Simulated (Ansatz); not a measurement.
Free-standing chains of the atoms of BP, named by their start (strip: triangular double chain, ladder: square double chain); atoms and period are relaxed, and energies count from relaxed bulk BP (F-43m, 11.76 Å³/atom, gap on the mesh 1.25 eV).

Level of theory: Ansatz, DFT PBE, scalar-relativistic, plane waves, PAW.

Cutoff 420 eV, Gaussian smearing of 0.05 eV, energies at zero smearing, symmetry of each start kept, collinear spin where a moment is listed.

```json
{"start": "linear chain", "atoms": "2", "k mesh": "1×1×18", "excess energy (eV per host atom)": "1.663", "period (Å)": "3.430", "gap on the mesh (eV)": "0.60", "highest filled level or Fermi level under vacuum (eV)": "5.63"}
{"start": "dimerised chain", "atoms": "2", "k mesh": "1×1×18", "excess energy (eV per host atom)": "1.663", "period (Å)": "3.430", "gap on the mesh (eV)": "0.60", "highest filled level or Fermi level under vacuum (eV)": "5.63"}
{"start": "zigzag chain", "atoms": "2", "k mesh": "1×1×20", "excess energy (eV per host atom)": "1.542", "period (Å)": "3.281", "gap on the mesh (eV)": "0.06", "highest filled level or Fermi level under vacuum (eV)": "-"}
{"start": "ladder chain", "atoms": "4", "k mesh": "1×1×18", "excess energy (eV per host atom)": "1.346", "period (Å)": "3.746", "gap on the mesh (eV)": "0.82", "highest filled level or Fermi level under vacuum (eV)": "-"}
{"start": "strip chain", "atoms": "2", "k mesh": "1×1×34", "excess energy (eV per host atom)": "2.143", "period (Å)": "2.047", "gap on the mesh (eV)": "0", "highest filled level or Fermi level under vacuum (eV)": "4.54"}
```

Zero in every row: size of the moment (μB per cell).

Gaps under about 0.2 eV rest on few k points and may close between them. Each run keeps its start's symmetry and one magnetic start, so lower states can exist. Rows stand on unlike meshes and boxes, so starts that end alike can differ by a few hundredths of an eV per atom.

Cost: 5 runs of about 16 core-minutes in all, on Intel Xeon Processor @ 2.50GHz (Skylake/Cascade Lake) (shared hosts).